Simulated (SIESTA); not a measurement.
The system is HgTe (Coloradoite).

```
Hg Te
1.0
     0.00000    3.21450    3.21450
     3.21450    0.00000    3.21450
     3.21450    3.21450    0.00000
Hg Te
1 1
Cartesian
  0.0000 0.0000 0.0000
  4.8217 4.8217 4.8217
```

- Program: SIESTA 5.4.2
- Task: relaxation of cell and atoms
- Functional: BLYP
- Potentials or basis: PseudoDojo 0.4 standard (PBE files)
- Basis: DZP (energy shift 0.003 Ry; two zetas on semicore shells)
- Grid cutoff: 800 Ry
- Energy shift: 0.003 Ry
- k mesh: 7 × 7 × 7
- Occupations: fermi-dirac, width 0.05 eV
- Spin: no spin polarisation

At the start: pressure 8.6 GPa; volume 33.22 Å³/atom.

Problem. How do energy, volume and symmetry change on relaxing?

Solution. Over 5 steps the energy falls by 144.1 meV/atom and the volume is 39.56 Å³/atom (+19.1 %); space group F-43m (No. 216, to 0.05 Å).

Step by step:
```csv
step,energy change (eV),largest force (eV/Å),pressure (GPa),volume (Å³)
1,0.0000,0.0000,8.56,66.43
2,-0.1173,0.0000,6.06,69.01
3,-0.2793,0.0000,1.17,76.69
4,-0.2881,0.0000,0.08,78.95
5,-0.2881,0.0000,0.00,79.13
```

Final structure:
```cif
data_structure
_symmetry_space_group_name_H-M 'P 1'
_symmetry_Int_Tables_number 1
_cell_length_a 4.8189
_cell_length_b 4.8189
_cell_length_c 4.8189
_cell_angle_alpha 60.000
_cell_angle_beta 60.000
_cell_angle_gamma 60.000
_cell_volume 79.13
loop_
_atom_site_label
_atom_site_type_symbol
_atom_site_fract_x
_atom_site_fract_y
_atom_site_fract_z
_atom_site_occupancy
Hg1 Hg 0.00000 0.00000 0.00000 1
Te1 Te 0.75000 0.75000 0.75000 1
```

Caveat: short orbitals over semicore shells can move pressures by several GPa; the volume moved by over 15 % at a fixed basis, so the end points are rough; the potentials were made for another functional, which shifts forces and pressure; the volume moved by +19 % from the deposited cell, more than functionals usually miss; the basis of atomic orbitals isn't converged, which shifts pressures, moduli and gaps.
